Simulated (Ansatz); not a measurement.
The system is ZnCu2SnS4.

```
Sn Zn Cu S
1.0
    -2.71710    2.71710    5.42480
     2.71710   -2.71710    5.42480
     2.71710    2.71710   -5.42480
Sn Zn Cu S
1 1 2 4
Direct
  0.50000 0.50000 0.00000
  0.25000 0.75000 0.50000
  0.75000 0.25000 0.50000
  0.00000 0.00000 0.00000
  0.62799 0.62839 0.51280
  0.88481 0.37201 0.00040
  0.11559 0.11519 0.48720
  0.37161 0.88441 0.99960
```

| Property | Result |
| --- | --- |
| Program | Ansatz 0.2.0 |
| Task | relaxation of cell and atoms |
| Functional | r2SCAN |
| Potentials or basis | Ansatz PAW |
| Cutoff | 500 eV (not typed: the program's choice for these potentials) |
| k mesh | 7 × 7 × 7 |
| Occupations | fermi-dirac, width 0.05 eV |
| Spin | no spin polarisation |

At the start: volume 20.02 Å³/atom.

Q: How do energy, volume and symmetry change on relaxing?

A: It ends after 5 steps and the volume is 19.82 Å³/atom (-1.0 %); space group I-4 (No. 82, to 0.05 Å).

The path:
| step | energy change (eV) | largest force (eV/Å) | volume (Å³) |
| --- | --- | --- | --- |
| 1 | 0.0000 | 0.4521 | 160.20 |
| 2 | -0.0336 | 0.1656 | 160.07 |
| 3 | -0.0427 | 0.0104 | 158.20 |
| 4 | -0.0429 | 0.0025 | 158.59 |
| 5 | -0.0426 | 0.0026 | 158.59 |

Final structure:
```
Sn Zn Cu S
1.0
    -2.70743    2.70743    5.40891
     2.70743   -2.70743    5.40891
     2.70743    2.70743   -5.40891
Sn Zn Cu S
1 1 2 4
Direct
  0.50000 0.50000 0.00000
  0.25000 0.75000 0.50000
  0.75000 0.25000 0.50000
  0.00000 0.00000 0.00000
  0.63516 0.62870 0.52215
  0.88699 0.36484 0.99354
  0.10655 0.11301 0.47785
  0.37130 0.89345 0.00646
```

Caveat: the plane-wave basis is chosen anew once the cell has moved, so the energies of steps on either side of that aren't comparable; the PAW data sets come from PBE, with cores solved anew for the run's functional, which leaves a small shift of forces and pressure.
